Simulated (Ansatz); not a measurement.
The system is SrO.

```
Sr O
1.0
     0.00000    2.56630    2.56630
     2.56630    0.00000    2.56630
     2.56630    2.56630    0.00000
Sr O
1 1
Cartesian
  2.5663 2.5663 2.5663
  0.0000 0.0000 0.0000
```

Base run:

* Program: Ansatz 0.2.0
* Functional: PBEsol
* Potentials or basis: all-electron PAW datasets made for the crystal
* Cutoff: 300 eV (chosen from the basis error)
* k mesh: 9 × 9 × 9
* Occupations: fermi-dirac, width 0.05 eV
* Spin: no spin polarisation

Its results: band gap on the k mesh 3.26 eV, indirect (least direct gap 3.34 eV); pressure -0.5 GPa.

The run is repeated on the same cell with these changes: potentials or basis from all-electron PAW datasets made for the crystal to all-electron LAPW, non-relativistic; cutoff from 300 eV (chosen from the basis error) to 217 eV (chosen from the basis error). What comes out?

Band gap on the k mesh 3.13 eV, indirect (least direct gap 3.20 eV); pressure -0.1 GPa.

Caveats: relativity is left out, which matters for the heavier elements (some runs).

A k mesh can miss the band edges.

The runs don't all hold the same shells in valence.
